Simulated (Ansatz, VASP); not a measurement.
**Co3Sn2 in VASP and in Ansatz**

```
Co Sn
1.0
     4.46253    0.00000    0.00000
    -2.23126    3.86466    0.00000
     0.00000    0.00000    5.35426
Co Sn
3 2
Direct
  0.00000 0.00000 0.74636
  0.00000 0.00000 0.25364
  0.66667 0.33333 0.00000
  0.66667 0.33333 0.50000
  0.33333 0.66667 0.00000
```

Alike in both runs: task single point; functional PBEsol; k mesh 12 × 12 × 8; occupations gaussian, width 0.1 eV; no spin polarisation.

```csv
,VASP,Ansatz
version,VASP 6.6.1,Ansatz 0.2.0
potentials or method,"VASP PAW PBE potentials, release 64 (Co, Sn_d)","scalar-relativistic, plane waves, PAW"
plane-wave cutoff (eV),520,420
valence electrons in the cell,55,79
```

|  | VASP | Ansatz | Ansatz less VASP |
| --- | --- | --- | --- |
| gap on the k mesh at the Fermi level (eV) | none | none | - |
| pressure (GPa) | -21.2 | -21.2 | -0.04 |
| largest component of the traceless stress (GPa) | 1.64 | 1.58 | -0.061 |
| rms of the force components (eV/Å) | 0.074 | 0.074 | -0.0003 |

Atom by atom the forces differ by 0.000 eV/Å (rms over components). A gap of «none» marks a metal or a gap that the smearing closes. The two sets of potentials don't hold the same shells in valence.

Caveats: so large a pressure means that the cell lies far from this level's equilibrium, or that cutoff or potentials fall short (VASP); the potentials were made for another functional, which shifts forces and pressure (VASP). Spin polarisation is off, so any magnetic state and its effect on volume and gap are missing.
